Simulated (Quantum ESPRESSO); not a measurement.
**PbS under changes of volume**

One of the cells (27.435 Å³/atom); the others are scaled copies at fixed shape and fractional positions:

```xyz
2
Lattice="4.0897 0.0000 0.0000 -2.0448 3.5418 0.0000 0.0000 0.0000 3.7882" Properties=species:S:1:pos:R:3 pbc="T T T"
Pb    0.0000    0.0000    0.0000
S     2.0448    1.1806    1.8941
```

Measurements of this composition are mostly on another form, of space group No. 225.

| Item | Value |
| --- | --- |
| Program | Quantum ESPRESSO 7.5 |
| Functional | r2SCAN |
| Potentials or basis | SG15 PBE 1.2 |
| Cutoff | 762 eV |
| Density cutoff | 3048 eV |
| k mesh | 6 × 6 × 5 |
| Occupations | fermi-dirac, width 0.05 eV |
| Spin | no spin polarisation |

```csv
volume (Å³/atom),energy over the lowest point (meV/atom),pressure (GPa),gap on the mesh (eV)
25.789,?,?,?
26.338,0.00,0.1,0.14
26.887,1.36,-1.1,0.23
27.435,6.49,-2.1,0.32
27.984,15.08,-3.1,0.40
28.533,26.76,-3.9,0.47
29.082,41.19,-4.7,0.54
```

**Question.** What does the run at 25.789 Å³/atom give?

**Answer.** Energy over the lowest point 2.68 meV/atom; pressure 1.3 GPa; gap on the mesh none.

Worked out: A Birch-Murnaghan fit of order 3 (a polynomial in V^(-2/3)) to the other rows has its minimum at 26.43 Å³/atom with B0 = V·E''(V) = 59 GPa and B' = 4.1 at fixed shape and positions, which overstates the stiffness. It gives 2.90 meV/atom at 25.789 Å³/atom, against the run's 2.68, and -dE/dV = 1.5 GPa, against 1.3.

Energies are extrapolated to zero smearing.

Caveats: the potentials were made for another functional, which shifts forces and pressure; spin-orbit coupling is left out, which as a rule narrows the gap of such compounds by several tenths of an eV (some runs); an odd mesh through Γ misses points on the zone boundary, where band edges often lie (some runs).

A gap of «none» marks a metal or a gap under the smearing width.
